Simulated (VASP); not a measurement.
Wanted: the native input for a VASP 6.6.1 run.

```
Task                   : single point
Functional             : r2SCAN
Potentials or basis    : VASP PAW PBE potentials, release 64 (Zn)
Cutoff                 : 520 eV
k mesh                 : 8 × 8 × 4
Occupations            : gaussian, width 0.1 eV
Spin                   : no spin polarisation
Dipole correction      : no
Further INCAR settings : ALGO = Normal; EDIFF = 1e-06; NBANDS = 25
```

Crystal: Zn.

```
CELL_PARAMETERS angstrom
2.26817 -1.30849 0.00000
2.26817 1.30849 0.00000
-1.59172 0.00000 7.30041
ATOMIC_POSITIONS crystal
Zn 0.00000 0.00000 0.00000
Zn 0.22198 0.22198 0.66550
Zn 0.77802 0.77802 0.33450
```

This isn't the form of Zn at room conditions, which is hcp.

These files were run (other wordings do the same):

POSCAR

```
Zn
1.0
    2.2681701736     -1.3084870100      0.0000000000
    2.2681701736      1.3084870100      0.0000000000
   -1.5917165425      0.0000000000      7.3004081919
Zn
3
Direct
    0.0000000000      0.0000000000      0.0000000000
    0.2219821400      0.2219821400      0.6654950200
    0.7780178600      0.7780178600      0.3345049800
```

INCAR.step1

```
ALGO = Normal
EDIFF = 1E-4
ENCUT = 520
GGA = PE
ISMEAR = 0
LASPH = True
LCHARG = False
LREAL = False
LWAVE = True
NBANDS = 25
NELM = 100
PREC = Accurate
SIGMA = 0.1
```

INCAR.step2

```
ALGO = Normal
EDIFF = 1E-6
ENCUT = 520
ISIF = 2
ISMEAR = 0
ISTART = 1
LASPH = True
LCHARG = False
LMIXTAU = True
LREAL = False
LWAVE = False
METAGGA = R2SCAN
NBANDS = 25
NELM = 100
PREC = Accurate
SIGMA = 0.1
```

KPOINTS

```
k-points
0
Gamma
  8 8 4
```

Potentials or basis: VASP PAW PBE potentials, release 64 (Zn).

Command:

```console
$ cat potpaw_PBE.64/Zn/POTCAR > POTCAR
$ cp INCAR.step1 INCAR
$ mpirun -np 1 vasp_std > vasp.out
$ cp INCAR.step2 INCAR
$ mpirun -np 1 vasp_std > vasp.out
```

Results of the run:

| Item | Value |
| --- | --- |
| Pressure | 0.2 GPa |
| Largest force | 0.030 eV/Å |
| Band gap on the k mesh | none (metal or under the smearing width) |

Caveat: the PAW data sets were made with another functional, which shifts forces and pressure a little.

Run time: 3.6 min on 1 thread of Intel(R) Xeon(R) Platinum 8259CL CPU @ 2.50GHz (Skylake/Cascade Lake) (shared host), peak memory 0.2 GiB.
